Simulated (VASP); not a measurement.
# Settings for HfO₂: self-consistent run

HfO₂, Pca2_1 (no. 29), 12 atoms in the cell. R2SCAN; PAW potentials Hf_pv, O (PBE set). VASP 6.6.1.

Wanted: energy within 0.2 meV/atom; levels at the zone centre within 0.003 eV.

What the run is for: comparing ways to start; Accuracy asked: tight.

Levels at the zone centre: counted from the valence top at that point.

POSCAR:
```
HfO2
1.0
    5.2194633600      0.0000000000      0.0000000000
    0.0000000000      5.0047636900      0.0000000000
    0.0000000000      0.0000000000      5.0326850500
Hf O
4 8
Direct
    0.9669940000      0.7325208200      0.7414403500
    0.5330060000      0.7325208200      0.2414403500
    0.4669940000      0.2674791800      0.7414403500
    0.0330060000      0.2674791800      0.2414403500
    0.6321274500      0.9286454000      0.8792672600
    0.8678725500      0.9286454000      0.3792672600
    0.2339485200      0.5398830500      0.4922923900
    0.2660514800      0.5398830500      0.9922923900
    0.7660514800      0.4601169500      0.9922923900
    0.7339485200      0.4601169500      0.4922923900
    0.1321274500      0.0713546000      0.8792672600
    0.3678725500      0.0713546000      0.3792672600
```

## How the run starts (with a second run first, the time holds both)

| How the run starts (with a second run first, the time holds both) | Energy less reference (meV/atom) | Levels at the zone centre, largest deviation (eV) | Time (s) |
|---|---|---|---|
| from scratch: 22 SCF iterations | 0.00 | 0.0000 | 297 |
| PBE orbitals (WAVECAR): 13 + 12 SCF iterations | 0.00 | 0.0003 | 244 |
| PBE density (CHGCAR): 13 + 20 SCF iterations | 0.00 | 0.0007 | 321 |
| loose PBE orbitals: 11 + 12 SCF iterations | 0.00 | 0.0002 | 183 |

Chosen: loose PBE orbitals: 11 + 12 SCF iterations, the fastest of those that stay within half of the tolerance.

## All choices together

| Input | Energy less reference (meV/atom) | Levels at the zone centre, largest deviation (eV) | Time (s) |
|---|---|---|---|
| chosen settings | 0.00 | 0.0002 | 183 |
| reference settings throughout | 0.00 | 0.0000 | 297 |

The tolerance is met.

Values of the reference run: Levels at the zone centre: -0.0935, 0, 5.486 eV from the valence top at Gamma.

## The input

INCAR.step1:
```
SYSTEM = HfO2
ISMEAR = 0 ; SIGMA = 0.03
LWAVE = .True. ; LCHARG = .True.
ISIF = 2 ; PREC = Accurate
LASPH = .True. ; LREAL = .False.
ALGO = Normal ; EDIFF = 0.001
NELM = 120 ; GGA_COMPAT = .False.
ENCUT = 580 ; EFERMI = MIDGAP
KPAR = 4 ; GGA = PE
```

INCAR.step2, as INCAR.step1 but for:
```
- LWAVE = .True.
- LCHARG = .True.
- EDIFF = 0.001
- GGA = PE
+ METAGGA = R2SCAN
+ LWAVE = .False.
+ LCHARG = .False.
+ EDIFF = 1E-6
+ LMIXTAU = .True.
+ ISTART = 1
```

KPOINTS:
```
k-points
0
Gamma
  5 5 5
```

Commands (each step's output is kept before the next begins):
```
cat potpaw_PBE.64/Hf_pv/POTCAR potpaw_PBE.64/O/POTCAR > POTCAR
cp INCAR.step1 INCAR
mpirun -np 4 vasp_std > vasp.out
cp INCAR.step2 INCAR
mpirun -np 4 vasp_std > vasp.out
```

The chosen input took VASP 6.6.1 183 s on 4 cores (Intel Xeon Platinum 8488C (Sapphire Rapids)), a shared host.
